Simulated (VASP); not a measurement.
Ba under changes of volume

One of the cells (61.334 Å³/atom); the others are scaled copies at fixed shape and fractional positions:

```
CELL_PARAMETERS angstrom
3.94366 0.00000 0.00000
0.00000 3.94366 0.00000
0.00000 0.00000 3.94366
ATOMIC_POSITIONS crystal
Ba 0.00000 0.00000 0.00000
```

This isn't the form of Ba at room conditions, which is bcc.

| Item | Value |
| --- | --- |
| Program | VASP 6.6.1 |
| Functional | PBE |
| Potentials or basis | VASP PAW PBE potentials, release 64 (Ba_sv) |
| Cutoff | 520 eV |
| k mesh | 7 × 7 × 7 |
| Occupations | fermi-dirac, width 0.05 eV |
| Spin | no spin polarisation |

| volume (Å³/atom) | energy over the lowest point (meV/atom) | pressure (GPa) | gap on the mesh (eV) |
| --- | --- | --- | --- |
| 56.523 | 18.72 | 1.0 | 0.16 |
| 57.726 | ? | ? | ? |
| 58.929 | 6.42 | 0.6 | 0.15 |
| 61.334 | 0.71 | 0.2 | 0.14 |
| 62.536 | 0.00 | 0.0 | 0.14 |
| 63.739 | 0.53 | -0.1 | 0.13 |

Problem. What does the run at 57.726 Å³/atom give?

Solution. Energy over the lowest point 11.69 meV/atom; pressure 0.8 GPa; gap on the mesh 0.16 eV.

Worked out: A Birch-Murnaghan fit of order 3 (a polynomial in V^(-2/3)) to the other rows has its minimum at 62.61 Å³/atom with B0 = V·E''(V) = 8.7 GPa and B' = 3.6. It gives 11.67 meV/atom at 57.726 Å³/atom, against the run's 11.69, and -dE/dV = 0.8 GPa, against 0.8. A straight line through the other rows of the gap, of slope -0.232 eV per unit of ln V, gives 0.16 eV, against the run's 0.16.

Energies are extrapolated to zero smearing.

Caveats: spin-orbit coupling is left out, which moves the levels of the heavy elements; an odd mesh through Γ misses points on the zone boundary, where band edges often lie.
